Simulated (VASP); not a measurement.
# SiC (Moissanite 3C) (F-43m) in VASP: further runs

One crystal, SiC (Moissanite 3C), is run at these levels: PBEsol, PBE; tasks: relaxation of cell and atoms.

Everything below comes from runs of VASP 6.6.1. Logs are shortened: lines on timing, memory, paths and dates and some standing lists are left out, and cuts for length are marked.

**1. The crystal as given**

Symmetry: F-43m, No. 216, cubic system. Conventional cell: a = 4.358 Å, b = 4.358 Å, c = 4.358 Å, α = 90.00°, β = 90.00°, γ = 90.00°. Around Si (site symmetry -43m) lie 4 C at 1.89 Å. Around C (site symmetry -43m) lie 4 Si at 1.89 Å.

**2. Relaxation of cell and atoms, PBEsol**

File INCAR:

```
ALGO     = Normal         # electronic algorithm
EDIFF    = 1E-6           # SCF threshold, eV
EDIFFG   = -0.01          # ionic threshold
ENCUT    = 600            # plane-wave cutoff, eV
GGA      = PS             # functional
IBRION   = 2              # ionic algorithm
ISIF     = 3              # what is computed and relaxed
ISMEAR   = 0              # smearing method
KPAR     = 8            
LASPH    = True           # aspherical terms in the spheres
LCHARG   = False          # write CHGCAR
LREAL    = False          # projectors in reciprocal space
LWAVE    = False          # write WAVECAR
NELM     = 80             # most SCF steps
NSW      = 90             # ionic steps
PREC     = Accurate       # precision mode
SIGMA    = 0.03           # smearing width, eV
```

File KPOINTS:

```
k-points
0
Gamma
  10 10 10
```

File POSCAR:

```
SiC
1.0
    0.0000000000      2.1790000000      2.1790000000
    2.1790000000      0.0000000000      2.1790000000
    2.1790000000      2.1790000000      0.0000000000
Si C
1 1
Direct
    0.0000000000      0.0000000000      0.0000000000
    0.2500000000      0.2500000000      0.2500000000
```

Potentials or basis: VASP PAW PBE potentials, release 64 (Si, C).

On the command line:

```
> cat potpaw_PBE.64/Si/POTCAR potpaw_PBE.64/C/POTCAR > POTCAR
> mpirun -np 8 vasp_std > vasp.out
```

OUTCAR:

```text
EDIFF = 1E-6
   EDIFFG = -0.01
   ENCUT = 600
   GGA = PS
   IBRION = 2
   ISIF = 3
   ISMEAR = 0
   LASPH = True
   LREAL = False
   NELM = 80
   NSW = 90
   PREC = Accurate

 ion  position               nearest neighbor table
   1  0.000  0.000  0.000-   2 1.89   2 1.89   2 1.89   2 1.89
   2  0.250  0.250  0.250-   1 1.89   1 1.89   1 1.89   1 1.89

  LATTYP: Found a face centered cubic cell.
 ALAT       =     4.3580000000

  Lattice vectors:

 A1 = (   0.0000000000,   2.1790000000,   2.1790000000)
 A2 = (   2.1790000000,   0.0000000000,   2.1790000000)
 A3 = (   2.1790000000,   2.1790000000,   0.0000000000)

Analysis of symmetry for initial positions (statically):
=====================================================================
 Subroutine PRICEL returns:
 Original cell was already a primitive cell.

 Routine SETGRP: Setting up the symmetry group for a
 face centered cubic supercell.

 Subroutine GETGRP returns: Found 24 space group operations
 (whereof 24 operations were pure point group operations)
 out of a pool of 48 trial point group operations.

The static configuration has the point symmetry T_d .

Analysis of symmetry for dynamics (positions and initial velocities):
=====================================================================
 Subroutine PRICEL returns:
 Original cell was already a primitive cell.

 Routine SETGRP: Setting up the symmetry group for a
 face centered cubic supercell.

 Subroutine GETGRP returns: Found 24 space group operations
 (whereof 24 operations were pure point group operations)
 out of a pool of 48 trial point group operations.

The dynamic configuration has the point symmetry T_d .

 Subroutine INISYM returns: Found 24 space group operations
 (whereof 24 operations are pure point group operations),
 and found     1 'primitive' translations

----------------------------------------------------------------------------------------

                                     Primitive cell

  volume of cell :      20.6920

  direct lattice vectors                    reciprocal lattice vectors
     0.000000000  2.179000000  2.179000000    -0.229463056  0.229463056  0.229463056
     2.179000000  0.000000000  2.179000000     0.229463056 -0.229463056  0.229463056
     2.179000000  2.179000000  0.000000000     0.229463056  0.229463056 -0.229463056

  length of vectors
     3.081571352  3.081571352  3.081571352     0.397441672  0.397441672  0.397441672

  position of ions in fractional coordinates (direct lattice)
     0.000000000  0.000000000  0.000000000
[... 86 lines left out ...]
   POTIM  = 0.5000    time-step for ionic-motion
   TEBEG  =    0.0;   TEEND  =   0.0 temperature during run
   PSTRESS=    0.0 pullay stress
   NELECT =       8.0000    total number of electrons
   NUPDOWN=      -1.0000    fix difference up-down
   EMIN   =  10.00;   EMAX   =-10.00  energy-range for DOS
   EFERMI =   0.00;   METHOD = LEGACY
   ISMEAR =     0;   SIGMA  =   0.03  broadening in eV -4-tet -1-fermi 0-gaus
   EFERMI_NEDOS =   21; number of points for ismear=-14 and -15
   IALGO  =     38    algorithm
   IMIX   =      4    mixing-type and parameters
     AMIX     =   0.40;   BMIX     =  1.00
     AMIX_MAG =   1.60;   BMIX_MAG =  1.00
  volume/ion in A,a.u.               =      10.35        69.82
  Fermi-wavevector in a.u.,A,eV,Ry     =   1.192626  2.253736 19.352338  1.422357
  Thomas-Fermi vector in A             =   2.328660
   LORBIT       =      0    0 simple, 1 ext, 2 COOP (PROOUT), +10 PAW based schemes
   GGA     = PS    functional components
   LHFCALC =     F    Hartree Fock is set to
   AEXX    =    0.0000 exact exchange contribution
   IVDW    =     0    specifies the selected vdW correction
   LEPSILON=     F    determine dielectric tensor
   LRPA    =     F    only Hartree local field effects (RPA)
 conjugate gradient relaxation of ions
 non-spin polarized calculation
 Gauss-broadening in eV      SIGMA  =   0.03
  energy-cutoff  :      600.00
  volume of cell :       20.69
 maximum number of plane-waves:       701
 NGX is ok and might be reduce to    28
   NGX = 13   NGY = 13   NGZ = 13

 number of electron       8.0000000 magnetization

 Free energy of the ion-electron system (eV)
  ---------------------------------------------------
  ext. energy  EPLUGINS =         0.00000000
  ---------------------------------------------------
  free energy    TOTEN  =       -15.91610820 eV

  energy without entropy =      -15.91610820  energy(sigma->0) =      -15.91610820

 E-fermi :   8.1959     XC(G=0): -11.5049

 val. band max:        8.0558600555   @ k =   0.0000   0.0000   0.0000
 cond. band min:       9.2901437799   @ k =   0.5000   0.5000   0.0000
 fundamental gap:      1.2342837245
 Fermi energy:         8.1958529689

 k-point     1 :       0.0000    0.0000    0.0000
  band No.  band energies     occupation
      1      -7.3681      2.00000
      2       8.0559      2.00000
      3       8.0559      2.00000
      4       8.0559      2.00000
      5      14.2427      0.00000
      6      15.2991      0.00000
      7      15.2991      0.00000
      8      15.2991      0.00000
[... 243 lines left out ...]
 k-point    24 :       0.4000    0.3000    0.0000
  band No.  band energies     occupation
      1      -4.2085      2.00000
      2       2.4698      2.00000
      3       4.8720      2.00000
      4       5.4097      2.00000
      5      10.8127      0.00000
      6      13.5681      0.00000
      7      19.6090      0.00000
      8      19.9187      0.00000

 [... further k-points ...]

------------------------ aborting loop because EDIFF is reached ----------------------------------------

  FORCE on cell =-STRESS in cart. coord.  units (eV):
  Direction    XX          YY          ZZ          XY          YZ          ZX
  --------------------------------------------------------------------------------------
  -------------------------------------------------------------------------------------
  Total        0.0058220      0.0058220      0.0058220      0.0000000      0.0000000      0.0000000
  in kB        0.4507971      0.4507971      0.4507971      0.0000000      0.0000000      0.0000000
  external PRESSURE =       0.4507971 kB  Pullay stress =       0.0000000 kB

 VOLUME and BASIS-vectors are now :
 -----------------------------------------------------------------------------
  energy-cutoff  :      600.00
  volume of cell :       20.69
      direct lattice vectors                 reciprocal lattice vectors
     0.000000000  2.179000000  2.179000000    -0.229463056  0.229463056  0.229463056
     2.179000000  0.000000000  2.179000000     0.229463056 -0.229463056  0.229463056
     2.179000000  2.179000000  0.000000000     0.229463056  0.229463056 -0.229463056

 POSITION                                       TOTAL-FORCE (eV/Angst)
 -----------------------------------------------------------------------------------
      0.00000      0.00000      0.00000        -0.000000      0.000000      0.000000
      1.08950      1.08950      1.08950         0.000000     -0.000000     -0.000000
 -----------------------------------------------------------------------------------
    total drift:                               -0.000000     -0.000000     -0.000000

  FREE ENERGIE OF THE ION-ELECTRON SYSTEM (eV)
  ---------------------------------------------------
  free  energy   TOTEN  =       -15.9161082006 eV

  energy  without entropy=      -15.9161082006  energy(sigma->0) =      -15.91610820

 reached required accuracy - stopping structural energy minimisation
```

CONTCAR:

```text
SiC
   1.00000000000000
     0.0000000000000000    2.1789999999999998    2.1789999999999998
     2.1789999999999998    0.0000000000000000    2.1789999999999998
     2.1789999999999998    2.1789999999999998    0.0000000000000000
  Si              C
     1     1
Direct
     0.0000000000000000    0.0000000000000000    0.0000000000000000
     0.2500000000000000    0.2500000000000000    0.2500000000000000

  0.00000000E+00  0.00000000E+00  0.00000000E+00
  0.00000000E+00  0.00000000E+00  0.00000000E+00
```

Run time: 4.7 s. Hardware: 8 MPI ranks of Intel Xeon Platinum 8488C (Sapphire Rapids), shared host; peak memory 0.15 GiB.

Results:

| Property | Result |
| --- | --- |
| Free energy | -15.9161 eV |
| Pressure after relaxing | 0.0 GPa |
| Band gap on the k mesh | 1.23 eV, indirect (least direct gap 4.44 eV) |

Final structure:
```xyz
2
Lattice="0.0000 2.1790 2.1790 2.1790 0.0000 2.1790 2.1790 2.1790 0.0000" Properties=species:S:1:pos:R:3 pbc="T T T"
Si    0.0000    0.0000    0.0000
C     1.0895    1.0895    1.0895
```

Levels at points of the mesh, in eV from the valence-band top:
```
           k point  band 1  band 2  band 3  band 4  band 5  band 6  band 7  band 8
(0.00, 0.00, 0.00)  -15.42    0.00    0.00    0.00    6.19    7.24    7.24    7.24
(0.50, 0.00, 0.00)  -11.82   -8.60   -1.06   -1.06    5.37    7.14    7.14    9.92
(0.50, 0.50, 0.00)  -10.36   -7.83   -3.21   -3.21    1.23    4.20   13.95   13.95
```

Caveat: the relaxation stopped at its first step, so nothing moved; the PAW data sets were made with another functional, which shifts forces and pressure a little. As with any semilocal functional, this PBEsol gap is likely too small.

**3. Relaxation of cell and atoms, PBEsol**

Edit INCAR of step 2 so:

```diff
@@ -1,4 +1,4 @@
 ALGO     = Normal         # electronic algorithm
-EDIFF    = 1E-6           # SCF threshold, eV
-EDIFFG   = -0.01          # ionic threshold
+EDIFF    = 1E-7           # SCF threshold, eV
+EDIFFG   = -0.005         # ionic threshold
 ENCUT    = 600            # plane-wave cutoff, eV
```

KPOINTS is that of step 2.

File POSCAR:

```
SiC                                     
1.0
    0.0000000000      2.1790000000      2.1790000000
    2.1790000000      0.0000000000      2.1790000000
    2.1790000000      2.1790000000      0.0000000000
  Si              C             
     1     1
Direct
     0.0000000000000000    0.0000000000000000    0.0000000000000000
     0.2500000000000000    0.2500000000000000    0.2500000000000000
```

Potentials or basis: VASP PAW PBE potentials, release 64 (Si, C).

On the command line:

```
> cat potpaw_PBE.64/Si/POTCAR potpaw_PBE.64/C/POTCAR > POTCAR
> mpirun -np 8 vasp_std > vasp.out
```

Wall time 4.5 s (8 MPI ranks of Intel Xeon Platinum 8488C (Sapphire Rapids), shared host); peak memory 0.15 GiB.

It converged, with:

```yaml
Free_energy: -15.9161 eV
Pressure_after_relaxing: 0.0 GPa
Band_gap_on_the_k_mesh: 1.23 eV, indirect (least direct gap 4.44 eV)
```

Final structure:
```
Si C
1.0
     0.00000    2.17900    2.17900
     2.17900    0.00000    2.17900
     2.17900    2.17900    0.00000
Si C
1 1
Direct
  0.00000 0.00000 0.00000
  0.25000 0.25000 0.25000
```

Levels at points of the mesh, in eV from the valence-band top:
```
           k point  band 1  band 2  band 3  band 4  band 5  band 6  band 7  band 8
(0.00, 0.00, 0.00)  -15.42    0.00    0.00    0.00    6.19    7.24    7.24    7.24
(0.50, 0.00, 0.00)  -11.82   -8.60   -1.06   -1.06    5.37    7.14    7.14    9.92
(0.50, 0.50, 0.00)  -10.36   -7.83   -3.21   -3.21    1.23    4.20   13.95   13.95
```

Caveat: the relaxation stopped at its first step, so nothing moved; the PAW data sets were made with another functional, which shifts forces and pressure a little. PBEsol gaps usually lie below the measured ones, often by a third to a half.

**4. Relaxation of cell and atoms, PBE**

File INCAR:

```
ALGO = Normal ; EDIFF = 1E-6
EDIFFG = -0.01 ; ENCUT = 600
GGA = PE ; IBRION = 2
ISIF = 3 ; ISMEAR = 0
LASPH = True ; LCHARG = False
LREAL = False ; LWAVE = False
NELM = 80 ; NSW = 90
PREC = Accurate ; SIGMA = 0.03
```

KPOINTS is that of step 3.

File POSCAR:

```
SiC
1.0
    0.0000000000      2.1790000000      2.1790000000
    2.1790000000      0.0000000000      2.1790000000
    2.1790000000      2.1790000000      0.0000000000
Si C
1 1
Direct
    0.0000000000      0.0000000000      0.0000000000
    0.2500000000      0.2500000000      0.2500000000
```

Potentials or basis: VASP PAW PBE potentials, release 64 (Si, C).

On the command line:

```
> cat potpaw_PBE.64/Si/POTCAR potpaw_PBE.64/C/POTCAR > POTCAR
> mpirun -np 1 vasp_std > vasp.out
```

OUTCAR:

```text
EDIFF = 1E-6
   EDIFFG = -0.01
   ENCUT = 600
   GGA = PE
   IBRION = 2
   ISIF = 3
   ISMEAR = 0
   LASPH = True
   LREAL = False
   NELM = 80
   NSW = 90
   PREC = Accurate

 ion  position               nearest neighbor table
   1  0.000  0.000  0.000-   2 1.89   2 1.89   2 1.89   2 1.89
   2  0.250  0.250  0.250-   1 1.89   1 1.89   1 1.89   1 1.89

  LATTYP: Found a face centered cubic cell.
 ALAT       =     4.3580000000

  Lattice vectors:

 A1 = (   0.0000000000,   2.1790000000,   2.1790000000)
 A2 = (   2.1790000000,   0.0000000000,   2.1790000000)
 A3 = (   2.1790000000,   2.1790000000,   0.0000000000)

Analysis of symmetry for initial positions (statically):
=====================================================================
 Subroutine PRICEL returns:
 Original cell was already a primitive cell.

 Routine SETGRP: Setting up the symmetry group for a
 face centered cubic supercell.

 Subroutine GETGRP returns: Found 24 space group operations
 (whereof 24 operations were pure point group operations)
 out of a pool of 48 trial point group operations.

The static configuration has the point symmetry T_d .

Analysis of symmetry for dynamics (positions and initial velocities):
=====================================================================
 Subroutine PRICEL returns:
[... 230 lines left out ...]
--------------------------------------- Ionic step        3  -------------------------------------------

 number of electron       8.0000000 magnetization

 Free energy of the ion-electron system (eV)
  ---------------------------------------------------
  ext. energy  EPLUGINS =         0.00000000
  ---------------------------------------------------
  free energy    TOTEN  =       -15.06188963 eV

  energy without entropy =      -15.06188963  energy(sigma->0) =      -15.06188963

 E-fermi :   8.1066     XC(G=0): -11.2947

 val. band max:        7.9490656318   @ k =   0.0000   0.0000   0.0000
 cond. band min:       9.3195810923   @ k =   0.5000   0.5000   0.0000
 fundamental gap:      1.3705154605
 Fermi energy:         8.1065591938

 k-point     1 :       0.0000    0.0000    0.0000
  band No.  band energies     occupation
      1      -7.3440      2.00000
      2       7.9491      2.00000
      3       7.9491      2.00000
      4       7.9491      2.00000
      5      14.0180      0.00000
      6      15.1601      0.00000
      7      15.1601      0.00000
      8      15.1601      0.00000
[... 243 lines left out ...]
 k-point    24 :       0.4000    0.3000    0.0000
  band No.  band energies     occupation
      1      -4.2402      2.00000
      2       2.3849      2.00000
      3       4.8262      2.00000
      4       5.3467      2.00000
      5      10.8088      0.00000
      6      13.5160      0.00000
      7      19.4206      0.00000
      8      19.7483      0.00000

 [... further k-points ...]

------------------------ aborting loop because EDIFF is reached ----------------------------------------

  FORCE on cell =-STRESS in cart. coord.  units (eV):
  Direction    XX          YY          ZZ          XY          YZ          ZX
  --------------------------------------------------------------------------------------
  -------------------------------------------------------------------------------------
  Total        0.0009349      0.0009349      0.0009349      0.0000000      0.0000000      0.0000000
  in kB        0.0713782      0.0713782      0.0713782      0.0000000      0.0000000      0.0000000
  external PRESSURE =       0.0713782 kB  Pullay stress =       0.0000000 kB
[... 17 lines left out ...]
  FREE ENERGIE OF THE ION-ELECTRON SYSTEM (eV)
  ---------------------------------------------------
  free  energy   TOTEN  =       -15.0618896315 eV

  energy  without entropy=      -15.0618896315  energy(sigma->0) =      -15.06188963

 reached required accuracy - stopping structural energy minimisation
```

It took 11 s on 1 thread of AMD EPYC 9R45 (Zen 5), shared host; peak memory 0.12 GiB.

What came out:

```yaml
Free_energy: -15.0619 eV
Relaxed_volume: 10.49 Å³/atom
Relaxed_cell: a = 3.096 Å, b = 3.096 Å, c = 3.096 Å, α = 60.00°, β = 60.00°, γ = 60.00°
Space_group_after_relaxing_to_0.05_Å: F-43m (No. 216)
Energy_gained_by_relaxing: 1.4 meV/atom
Ionic_steps: 3
Pressure_after_relaxing: 0.0 GPa
Band_gap_on_the_k_mesh: 1.37 eV, indirect (least direct gap 4.53 eV)
```

The path:
| step | energy change (eV) | largest force (eV/Å) | pressure (GPa) | volume (Å³) |
| --- | --- | --- | --- | --- |
| 1 | 0.0000 | 0.0000 | 3.08 | 20.69 |
| 2 | 0.0002 | 0.0000 | -3.00 | 21.29 |
| 3 | -0.0028 | 0.0000 | 0.01 | 20.99 |

Final structure:
```cif
data_structure
_symmetry_space_group_name_H-M 'P 1'
_symmetry_Int_Tables_number 1
_cell_length_a 3.0961
_cell_length_b 3.0961
_cell_length_c 3.0961
_cell_angle_alpha 60.000
_cell_angle_beta 60.000
_cell_angle_gamma 60.000
_cell_volume 20.99
loop_
_atom_site_label
_atom_site_type_symbol
_atom_site_fract_x
_atom_site_fract_y
_atom_site_fract_z
_atom_site_occupancy
Si1 Si 0.00000 0.00000 0.00000 1
C1 C 0.25000 0.25000 0.25000 1
```
